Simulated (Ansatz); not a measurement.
**Cu under changes of volume**

One of the cells (11.994 Å³/atom); the others are scaled copies at fixed shape and fractional positions:

```
CELL_PARAMETERS angstrom
1.21846 -3.97638 0.00000
1.21846 3.97638 0.00000
0.00000 0.00000 2.47550
ATOMIC_POSITIONS crystal
Cu 0.86613 0.13387 0.75000
Cu 0.13387 0.86613 0.25000
```

This isn't the form of Cu at room conditions, which is fcc.

| Item | Value |
| --- | --- |
| Program | Ansatz 0.2.0 |
| Functional | PBEsol |
| Potentials or basis | Ansatz PAW |
| Cutoff | 420 eV (not typed: the program's choice for these potentials) |
| k mesh | 11 × 11 × 11 |
| Occupations | fermi-dirac, width 0.05 eV |
| Spin | no spin polarisation |

```csv
volume (Å³/atom),energy over the lowest point (meV/atom),pressure (GPa),largest force (eV/Å)
11.274,?,?,?
11.514,4.85,5.0,0.051
11.754,0.00,1.6,0.022
11.994,0.07,-1.5,0.005
12.234,4.50,-4.3,0.029
12.474,12.78,-6.7,0.051
12.714,24.47,-8.8,0.071
```

Problem. What does the run at 11.274 Å³/atom give?

Solution. Energy over the lowest point 15.24 meV/atom; pressure 9.0 GPa; largest force 0.082 eV/Å.

Worked out: A Birch-Murnaghan fit of order 3 (a polynomial in V^(-2/3)) to the other rows has its minimum at 11.87 Å³/atom with B0 = V·E''(V) = 153 GPa and B' = 5.1 at fixed shape and positions, which overstates the stiffness. It gives 15.27 meV/atom at 11.274 Å³/atom, against the run's 15.24, and -dE/dV = 9.0 GPa, against 9.0.

Energies are extrapolated to zero smearing.

Caveats: the PAW data sets come from PBE, with cores solved anew for the run's functional, which leaves a small shift of forces and pressure.
